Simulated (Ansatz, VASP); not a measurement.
Sn in VASP and in Ansatz

```
Sn
1.0
     4.01388    0.00000    0.00000
    -2.00694    3.47612    0.00000
     0.00000    0.00000    2.39839
Sn
3
Cartesian
  0.0000 0.0000 0.0000
  0.0000 2.3174 1.1992
  2.0069 1.1587 1.1992
```

Change from the starting cell: volume scaled by 0.4, LAPW.

Alike in both runs: task single point; functional PBE; k mesh 7 × 7 × 9; occupations fermi-dirac, width 0.1 eV; no spin polarisation.

```csv
,VASP,Ansatz
version,VASP 6.6.1,Ansatz 0.2.0
potentials or method,"VASP PAW PBE potentials, release 64 (Sn_d), cutoff 520 eV","all-electron LAPW, scalar-relativistic"
```

```csv
,VASP,Ansatz,Ansatz less VASP
pressure (GPa),392.5,390.5,-1.94
largest component of the traceless stress (GPa),0.21,0.40,+0.188
```

Ansatz ran all-electron here, so the differences hold the error of VASP's frozen core and of both bases.

Caveats: the cell as given lies far from equilibrium; so large a pressure means that the cell lies far from this level's equilibrium, or that cutoff or potentials fall short (VASP).
